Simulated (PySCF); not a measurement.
Below is a simulated gas-phase C 1s photoelectron spectrum of cyclobutene (`C1=CCC1`).

Every computed line was given a Gaussian of 0.4 eV full width at half maximum and an area set by the number of equivalent atoms; the highest printed point is 100. Computed with delta-SCF UKS SCAN, pcX-2 on the ionised atom, pcseg-1 elsewhere, spin-free X2C in PySCF 2.14.0.

| binding energy (eV) | intensity |
| --- | --- |
| 289.6 | 0 |
| 289.7 | 2 |
| 289.8 | 9 |
| 289.9 | 27 |
| 290.0 | 59 |
| 290.1 | 90 |
| 290.2 | 100 |
| 290.3 | 88 |
| 290.4 | 80 |
| 290.5 | 89 |
| 290.6 | 100 |
| 290.7 | 88 |
| 290.8 | 56 |
| 290.9 | 26 |
| 291.0 | 8 |
| 291.1 | 2 |
| 291.2 | 0 |

**Question.** Count the maxima, the lines and the sites behind this envelope.

**Answer.** The curve has 2 maxima (at 290.2 and 290.6 eV). Under it lie 2 lines from 2 inequivalent carbon sites.

**Question.** Decompose the envelope and assign each component. Numbering: `[CH:1]1=[CH:2][CH2:3][CH2:4]1`.

**Answer.** 
```json
{"position (eV)": "290.17", "relative area": "2", "line": "C 1s", "atoms": "C1/C2", "environment": "alkene CH carbon"}
{"position (eV)": "290.62", "relative area": "2", "line": "C 1s", "atoms": "C3/C4", "environment": "allylic carbon"}
```

**Question.** What are the centre and the root-mean-square width of the whole band?

**Answer.** The area-weighted mean of the lines is 290.40 eV. Their own spread about it is 0.23 eV (rms) and each Gaussian has σ = 0.4/2.355 = 0.17 eV; the variances add, which gives 0.28 eV.

**Question.** Above which line width would these two lines show one maximum?

**Answer.** Two equal Gaussians merge once their distance is under 2σ = FWHM/1.177. With 0.45 eV between them that is a full width over 0.53 eV.

The listed C 1s values span 0.45 eV, from C1/C2 (bonded to C (double bond), C and H) to C3/C4 (bonded to 2 C and 2 H).

The curve has no shake-up lines and no vibrational structure. Atoms equivalent by their bonding share one computed value, that of the first of them. Isolated species at its GFN2-xTB geometry, gas phase.

The run took 11 s of wall time on one thread of an Arm Neoverse V1, on a shared host.
